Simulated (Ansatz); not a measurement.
**Kick test of a cell of C**

The cell was found from a structure generator's guess, not taken from experiment.

The calculation used Ansatz 0.2.0, DFT PBE, scalar-relativistic, plane waves, PAW. Plane waves to 420 eV, a k mesh through Γ of 14×14×12 on the computed 4-atom cell and Gaussian smearing (0.02 eV); no spin polarisation.

The cell below (4 atoms, space group C2 (No. 5)) is relaxed within its symmetry.

```
C
1.0
     2.02374   -2.16105    0.00069
     2.02374    2.16105    0.00069
    -1.88140    0.00000    3.19194
C
4
Direct
  0.06967 0.04919 0.22732
  0.60164 0.98394 0.40262
  0.01606 0.39836 0.59738
  0.95081 0.93033 0.77268
```

For the test a repeat of it with 8 atoms (edges 2.96, 3.71, 5.69 Å) was strained at random (σ = 1.5 % a component), the atoms were moved at random (σ = 0.15 Å), and all was relaxed again on a coarse 6×4×4 mesh (in the run’s order of axes) with 0.10 eV smearing, with no symmetry imposed.

Task: What happens?

Result: It doesn't return. The energy falls by 585 meV/atom on that mesh, the volume changes by 7.1 %, and the end has space group P1 (No. 1) at a loose tolerance. Relaxed again on an 8×8×6 mesh with 0.02 eV smearing, the new structure lies 584 meV/atom below the first (mesh in the axes of the run's cell; the cell below is made exact in the group named). Space group P1 (No. 1), triclinic, a = 3.721 Å, b = 3.838 Å, c = 4.891 Å, α = 76.4°, β = 85.9°, γ = 62.0°. C on its first site has 4 C at 1.47–1.57 Å; C on its second site is surrounded by 1 C at 1.37 Å and 2 C at 1.49–1.55 Å; C on its third site is surrounded by 4 C at 1.48–1.57 Å; around C on its fourth site lie 4 C at 1.49–1.57 Å; 4 more sites not described.

Space group P1 (No. 1). a = 3.721 Å, b = 3.838 Å, c = 4.891 Å, α = 76.37°, β = 85.94°, γ = 61.97°
```json
{"atom": "C", "site": "1a", "symmetry": "1", "x": "0.9099", "y": "0.1195", "z": "0.0227"}
{"atom": "C", "site": "1a", "symmetry": "1", "x": "0.3903", "y": "0.7082", "z": "0.5648"}
{"atom": "C", "site": "1a", "symmetry": "1", "x": "0.8346", "y": "0.2707", "z": "0.2853"}
{"atom": "C", "site": "1a", "symmetry": "1", "x": "0.5544", "y": "0.5302", "z": "0.8616"}
{"atom": "C", "site": "1a", "symmetry": "1", "x": "0.8975", "y": "0.5082", "z": "0.0178"}
{"atom": "C", "site": "1a", "symmetry": "1", "x": "0.2141", "y": "0.1193", "z": "0.4567"}
{"atom": "C", "site": "1a", "symmetry": "1", "x": "0.3827", "y": "0.4359", "z": "0.3782"}
{"atom": "C", "site": "1a", "symmetry": "1", "x": "0.1784", "y": "0.6699", "z": "0.0511"}
```
